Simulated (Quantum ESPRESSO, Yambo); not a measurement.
# A GW chain in Yambo: Sb (buckled honeycomb monolayer), part 3 of 3

Wanted: ground state, empty states, screening and self-energy for Sb (buckled honeycomb monolayer).

Quantum ESPRESSO 7.5 and Yambo 5.3.0; PBE and many-body steps on it, plane waves. Known limits of the many-body steps: not at the basis limit; no spin-orbit coupling.

So far. Step 3 (Bands along the symmetry lines): The gap is 1.324 eV, −0.017 eV from the run before at this level. Step 4 (Empty states on the mesh, 6×6×1 mesh, 120 bands): On this mesh the gap is 1.341 eV.

### 6. Screening and self-energy, 6×6×1 mesh, 120 bands, screening to 108.8 eV

G0W0 replaces the xc potential by the self-energy, built once from these orbitals. Only a window of levels is corrected, while the sums run over the empty bands that the input names.

This step: G0W0 on PBE, plane waves, norm-conserving pseudopotentials.

gw1.in reads:

```
HF_and_locXC
gw0
dyson
ppa
em1d
rim_cut
rim_w
RandQpts= 3000000
RandGvec= 100 RL
CUTGeo= "slab z"
RandGvecW= 9 RL
EXXRLvcs= 88 Ry
VXCRLvcs= 352 Ry
Chimod= "HARTREE"
% BndsRnXp
 1 | 120 |
%
NGsBlkXp= 8 Ry
% LongDrXp
 1 | 1 | 0 |
%
% GbndRnge
 1 | 120 |
%
DysSolver= "n"
ExtendOut
PPAPntXp= 27.21138 eV
% QPkrange
 1 | 1 | 22 | 25 |
 3 | 3 | 22 | 25 |
%
```

On the command line:

```bash
> OMP_NUM_THREADS=2 mpirun -n 4 yambo -F gw1.in -J gw1 -C gw1 > gw1.log
```

The program printed:

```text
 Yambo, version 5.3.0

 [02] CORE Variables Setup
 =========================

  [... cell, symmetries and grids as in the set-up ...]

  [02.05] Energies & Occupations
  ==============================

  [X] === General ===
  [X] Electronic Temperature                        :  0.000000  0.000000 [eV K]
  [X] Bosonic    Temperature                        :  0.000000  0.000000 [eV K]
  [X] Finite Temperature mode                       : no
  [X] El. density                                   :  0.22177E+24 [cm-3]
  [X] Fermi Level                                   : -0.141804 [eV]

  [X] === Gaps and Widths ===
  [X] Conduction Band Min                           :  1.340774 [eV]
  [X] Valence Band Max                              :  0.000000 [eV]
  [X] Filled Bands                                  :  23
  [X] Empty Bands                                   :   24  120
  [X] Direct Gap                                    :  1.566464 [eV]
  [X] Direct Gap localized at k                     :  1
  [X] Indirect Gap                                  :  1.340774 [eV]
  [X] Indirect Gap between kpts                     :  1  3
  [X] Last valence band width                       :  1.735338 [eV]
  [X] 1st conduction band width                     :  0.892510 [eV]

 [03] Transferred momenta grid and indexing
 ==========================================

 IBZ Q-points                                      :   7
 BZ  Q-points                                      :   36

 K/Q-points units:
 rlu = crystal or reduced units; cc = cartesian coordinates; iku = interal k-units

 Q [1]          [rlu]:  0.000000  0.000000  0.000000
 Q [2]          [rlu]:  0.25891E-17  0.16667       0.0000
 Q [3]          [rlu]:  0.51782E-17  0.33333       0.0000
 Q [4]          [rlu]: -0.77673E-17 -0.50000       0.0000
 Q [5]          [rlu]:  0.166667  0.166667  0.000000
 Q [6]          [rlu]:  0.166667  0.333333  0.000000
 Q [7]          [rlu]:  0.333333  0.333333  0.000000

 [04] Coloumb potential Random Integration (RIM)
 ===============================================

 Performing RIM of v_slab

  [04.01] RIM initialization
  ==========================

  * Diagonal components only detected *

  8 x (sBL volume)        :  0.039380 [a.u.]
  sBZ random points       :  3000000
  Points outside the sBZ  :  24000829
  RL volume               :  0.177209 [a.u.]
  Integrated volume       :  0.177203 [a.u.]

  [04.02] RIM integrals
  =====================

  Gamma point sphere radius             :  0.036325 [a.u.]
  Points outside the sphere             :  2398884
  [Int_sBZ(q=0) 1/q^2]*(Vol_sBZ)^(-1/3) =:  7.383989
                                 should be <:  7.795600

  Summary of Coulomb integrals for non-metallic bands |Q|[au] RIM/Bare

  Q [1] 0.100000E-4 0.947200 * Q [2] 0.154703 0.952990
  Q [5] 0.267954 1.009986 * Q [3] 0.309407 1.014047
  Q [6] 0.409307 1.014601 * Q [4] 0.464110 1.013102
  Q [7] 0.535908 1.010644
  Non-periodic chartesian directions : none
  Optical renormalization            :  26.45617 [au]
  Polarizability dimension           : length

 [05] Coloumb potential CutOffslab
 =================================

 Cut directionsZ
 Slab Cutoff:Z
 Symmetry test passed : yes

 [06] Dipoles
 ============

  [06.01] Setup: observables and procedures
  =========================================

 [07] Dynamic Dielectric Matrix (PPA)
 ====================================

 [WR./gw1//ndb.pp]---------------------------------------------------------------
  Brillouin Zone Q/K grids (IBZ/BZ)                :    7   36    7   36
  RL vectors                                       :  22967 [WF]
  Coulomb cutoff potential                         : slab z
  Electronic Temperature                           :  0.000000 [K]
  Bosonic    Temperature                           :  0.000000 [K]
  PPA    diel. fun.  energies                      : Perdew, Burke & Ernzerhof(X)+Perdew, Burke & Ernzerhof(C)
  wavefunctions                                    : Perdew, Burke & Ernzerhof(X)+Perdew, Burke & Ernzerhof(C)
  Global Gauge                                     : length
  X matrix size                                    :   551
  X band range                                     :    1  120
  X e/h energy range                               : -1.000000 -1.000000 [eV]
  X Time ordering                                  : R
  X Hxc Kernel                                     : HARTREE
  X Drude frequency                                :  0.000000  0.000000
  X poles                                          :  100.0000 [o/o]
  RL vectors in the sum                            :  22967
  [r,Vnl] included                                 : yes
  Field direction                                  :  0.707107E-5  0.707107E-5   0.00000
  BZ energy Double Grid                            : no
  BZ energy DbGd points                            : 0
  BZ Q point size factor                           : -1.000000
  X Optical Averaged directions                    : none

 [08] Local Exchange-Correlation + Non-Local Fock
 ================================================

 [VXC] Plane waves :  156151
 [EXS] Plane waves :  19561

 QP @ state[ 1 ] K range:  1  1
 QP @ state[ 1 ] b range:  22  25
 QP @ state[ 2 ] K range:  3  3
 QP @ state[ 2 ] b range:  22  25

 [xc] Functional : Perdew, Burke & Ernzerhof(X)+Perdew, Burke & Ernzerhof(C)
 [xc] LIBXC used to calculate xc functional
  PP Number of Atomic Species                      :  1
  NLCC RL compoments                               :  156151
  PP Number of Atomic Species                      :  1
  NLCC RL compoments                               :  156151

 [xc] E_xc :  -38.17675 [Ha]
      E_xc :  -76.35350 [Ry]

  Local XC kind (lXC) : Perdew, Burke & Ernzerhof(X)+Perdew, Burke & Ernzerhof(C)
  Non-Local XC kind (nlXC) : Hartree-Fock

  Corrections @ K [1] :  [eV]
 <22|nlXC|22> = -13.64151 -0.40218E-17 <22|lXC|22> = -12.64677  0.18882E-15
 <23|nlXC|23> = -13.64153  0.10060E-17 <23|lXC|23> = -12.64676  0.94408E-16
 <24|nlXC|24> = -7.892471  0.23584E-17 <24|lXC|24> = -11.39610 -0.37763E-15
 <25|nlXC|25> = -8.008020  0.10695E-17 <25|lXC|25> = -11.89086 -0.13276E-16

  Corrections @ K [3] :  [eV]
 <22|nlXC|22> = -13.63074  0.32821E-17 <22|lXC|22> = -11.99957 -0.18882E-15
 <23|nlXC|23> = -12.90995  0.97397E-19 <23|lXC|23> = -11.30377  0.31661E-27
 <24|nlXC|24> = -6.820270  0.73399E-19 <24|lXC|24> = -9.888331 -0.44254E-16
 <25|nlXC|25> = -6.039157  0.89331E-19 <25|lXC|25> = -9.850958  0.30342E-24

 [09] Dyson equation: Newton solver
 ==================================

  [09.01] RIM-W interpolation
  ===========================

  [WARNING] RIM-W works only for 2D semiconductors with slab cutoff
  Found compatible q grid: 2D
  q_min[ 1 ]:  0.16667      0.12912E-11   0.0000     [rlu]
   0.166667  0.083333  0.000000 [iku]
  q_min[ 2 ]:  0.25891E-17  0.16667       0.0000     [rlu]
   0.93057E-11  0.16667       0.0000     [iku]
  G-vectors :  13
  G-vectors loaded:  139
  Number of interpolated frequencies:  2

  Evaluating coefficients q = 0
  Evaluating coefficients q = 0

  [09.02] RIM-W integrals
  =======================

  8 x (sBL volume)        :  0.039380 [a.u.]
  sBZ random points       :  3000000
  Points outside the sBZ  :  24000829
  RL volume               :  0.177209 [a.u.]
  Integrated volume       :  0.177203 [a.u.]

  [09.03] RIM integrals
  =====================

  Comparison between head Wc = W - v averages: < Wc > [au] RIM-W/RIM

   < -Wc [Q = 1] > 0.344378E-1 0.525073E-4 * < -Wc [Q = 2] > 0.005601 0.005449
   < -Wc [Q = 3] > 0.001110 0.001090 * < -Wc [Q = 4] > 0.380549E-3 0.376399E-3
   < -Wc [Q = 5] > 0.001607 0.001576 * < -Wc [Q = 6] > 0.543430E-3 0.538227E-3
   < -Wc [Q = 7] > 0.256399E-3 0.254786E-3

  Comparison between head Wc = W - v averages: < Wc > [au] RIM-W/RIM

   < -Wc [G = 1,G`=0] > 0.344378E-1 0.525073E-4 * < -Wc [G = 2,G`=0] >-0.001562 0.000000
   < -Wc [G = 3,G`=0] >-0.001562 0.000000 * < -Wc [G = 4,G`=0] > 0.196426E-4  0.00000
   < -Wc [G = 5,G`=0] > 0.196283E-4  0.00000 * < -Wc [G = 6,G`=0] > 0.686287E-4  0.00000
   < -Wc [G = 7,G`=0] > 0.686457E-4  0.00000 * < -Wc [G = 8,G`=0] >-0.473569E-5  0.00000
   < -Wc [G = 9,G`=0] >-0.520701E-5  0.00000 * < -Wc [G = 10,G`=0] >-0.472182E-5  0.00000
   < -Wc [G = 11,G`=0] >-0.491255E-5  0.00000 * < -Wc [G = 12,G`=0] >-0.517254E-5  0.00000
   < -Wc [G = 13,G`=0] >-0.488974E-5  0.00000

 [10] G0W0 (W PPA)
 =================

 [  GW  ] Bands range     :    1  120
 [GW/PPA] G damping       :  0.100000 [eV]

 QP @ state[ 1 ] K range:  1  1
 QP @ state[ 1 ] b range:  22  25
 QP @ state[ 2 ] K range:  3  3
 QP @ state[ 2 ] b range:  22  25

  Sc/G bands                                       :    1  120
  Sc/G damping                                     :  0.100000 ev
  Sc bands terminator                              : no
  Sx RL components                                 :  19561

  QP @ state[ 1 ] K range                          :  1  1
  QP @ state[ 1 ] b range                          :  22  25
  QP @ state[ 2 ] K range                          :  3  3
  QP @ state[ 2 ] b range                          :  22  25
  GF energies kind                                 : Perdew, Burke & Ernzerhof(X)+Perdew, Burke & Ernzerhof(C)
  GF WF`s kind                                     : Perdew, Burke & Ernzerhof(X)+Perdew, Burke & Ernzerhof(C)
  Xs energies kind                                 : Perdew, Burke & Ernzerhof(X)+Perdew, Burke & Ernzerhof(C)
  Xs WF`s kind                                     : Perdew, Burke & Ernzerhof(X)+Perdew, Burke & Ernzerhof(C)

 [14] Game Over & Game summary
```

Wall time 3.4 min (4 MPI ranks of Arm Neoverse V2, shared host); peak memory 3.9 GiB.

Numbers from this step:

- G0W0 gap on the points computed: 2.130 eV
- starting gap on the mesh: 1.341 eV
- k of the valence top: 0, 0, 0
- k of the conduction bottom: 0, 0.3333, 0
- least direct G0W0 gap on the computed points: 2.599 eV
- Z at the valence top: 0.7331
- Z at the conduction bottom: 0.7382

The gap on the mesh goes from 1.34 eV to 2.13 eV, a correction of +0.79 eV.

Limits: finite bands, cutoff and mesh; no spin-orbit coupling. v1 is the top filled band, c1 the lowest empty one. The levels before and after the correction (eV, zero at the valence-band top of each column):

```tsv
	conduction bottom	valence top
Kohn-Sham	1.34	0.00
G0W0	2.13	0.00
```

```tsv
	level	energy (eV)
Kohn-Sham	Γ v2-v1	0.000
Kohn-Sham	Γ c1	1.566
Kohn-Sham	Γ c2	2.797
Kohn-Sham	(0 0.333 0) v2	-1.247
Kohn-Sham	(0 0.333 0) v1	-0.780
Kohn-Sham	(0 0.333 0) c1	1.341
Kohn-Sham	(0 0.333 0) c2	3.122
G0W0	Γ v2-v1	0.000
G0W0	Γ c1	2.599
G0W0	Γ c2	3.850
G0W0	(0 0.333 0) v2	-1.367
G0W0	(0 0.333 0) v1	-0.976
G0W0	(0 0.333 0) c1	2.130
G0W0	(0 0.333 0) c2	3.982
```

### 7. Where the time went

Times are wall times on the hardware named with each run, good to a factor of about two.

```tsv
step	time	share	memory (GiB)
ground state	18 s	7 %	1.4
bands along the symmetry lines	8.8 s	3 %	1.1
empty states on the mesh	23 s	9 %	1.3
conversion and set-up	2.4 s	1 %	0.26
screening and self-energy	3.4 min	80 %	3.9
```

### 8. Outcome

| Property | Result |
| --- | --- |
| PBE gap | 1.32 eV, indirect |
| G0W0 gap on the mesh | 2.13 eV |
| GW settings | 6×6×1 mesh, 120 bands, screening to 108.8 eV, Godby-Needs plasmon pole |
| known limits | not at the basis limit; no spin-orbit coupling |

What this shows: G0W0 moves the gap on the mesh from 1.34 eV to 2.13 eV (+0.79 eV), with Z of 0.73 and 0.74 at the edges. Only 2 of the mesh's irreducible points were corrected, so a valley elsewhere could overtake. The dearest step here is «screening and self-energy». Against experiment, by G0W0@PBE: the direct gap of 2.60 eV lies +0.39 eV from the measured 2.21 eV (exciton, 2020). An exciton line or allowed optical edge lies below the quasiparticle gap by the binding energy; a forbidden edge can push the onset above it. The computed sheet is free-standing; a substrate or cover screens it further and lowers both gap and binding, while the exciton line moves little. The calculation has static nuclei and no excitons; a measured gap holds zero-point and thermal motion, which mostly lowers it. Bands and cutoff are finite, so the gap is not at the basis limit. The miss can reach some tenths of an eV and take either sign; the mesh is an error of its own. In the G0W0 run levels were corrected at 2 k points alone, so a gap called «on the mesh» is the least over those, and an edge elsewhere would be missed. The many-body steps are scalar-relativistic: spin-orbit coupling is not in them.

[Paths, hosts, dates, memory and timing lines, banners, echoed tables and standing remarks are left out of the program output.]

[Logs are printed without paths, hosts, clocks, repeated set-up lines and the standing remarks that a program may print on its own settings, such as how far it seeks lower states.]

[Runs of the session that timed out or met a known fault of the program may be left out.]

[Hosts, paths, dates, database ids (printed as entryN), source tags and the programs' standing remarks are cut or masked in the printed files.]
